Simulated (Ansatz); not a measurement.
Crystal: MnSb.

```xyz
4
Lattice="4.1500 0.0000 0.0000 -2.0750 3.5940 0.0000 0.0000 0.0000 5.7800" Properties=species:S:1:pos:R:3 pbc="T T T"
Sb    2.0750    1.1980    4.3350
Sb    0.0000    2.3960    1.4450
Mn    0.0000    0.0000    2.8900
Mn    0.0000    0.0000    0.0000
```

Program: Ansatz 0.2.0. Alike in all runs: task single point; level PBE; potentials or basis Ansatz PAW; cell as given; k mesh 7 × 7 × 5; cutoff (eV) 420; smearing fermi-dirac 0.05 eV. Hardware: 2 threads of Arm Neoverse V1, on a shared host.

Question: Order these runs on this cell by their wall time, lowest first.
A. spin collinear, random start
B. spin collinear, ferromagnetic start
C. spin off

Answer: C (2.2 s), B (8.4 s), A (19 s).
